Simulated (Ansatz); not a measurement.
Crystal: CuO (Tenorite).

```
Cu O
1.0
     2.34185   -1.71130    0.00000
     2.34185    1.71130    0.00000
    -0.85003    0.00000    5.05787
Cu O
2 2
Direct
  0.50000 0.00000 0.50000
  0.00000 0.50000 0.00000
  0.41840 0.58160 0.75000
  0.58160 0.41840 0.25000
```

Base run:

```yaml
Program: Ansatz 0.2.0
Functional: PBEsol
Potentials_or_basis: Ansatz PAW
Cutoff: "420 eV (not typed: the program's choice for these potentials)"
k_mesh: 10 × 10 × 5
Occupations: fermi-dirac, width 0.05 eV
Spin: no spin polarisation
Hubbard_terms: Cu d U = 5 eV
```

Its results: band gap on the k mesh none (metal or under the smearing width); pressure -0.3 GPa; largest force 0.237 eV/Å.

Task: After a change of settings the same cell gave: band gap on the k mesh none (metal or under the smearing width); pressure -1.9 GPa; largest force 0.312 eV/Å. Which change was it?
A. hubbard terms from Cu d U = 5 eV to Cu d U = 6 eV
B. hubbard terms from Cu d U = 5 eV to Cu d U = 2 eV
C. hubbard terms from Cu d U = 5 eV to none; hubbard projectors from ortho-atomic (the default) to none

Result: B.

Caveats: the run has no spin polarisation, though such a crystal can be magnetic; U without spin polarisation on a metal has little footing; the PAW data sets come from PBE, with cores solved anew for the run's functional, which leaves a small shift of forces and pressure.
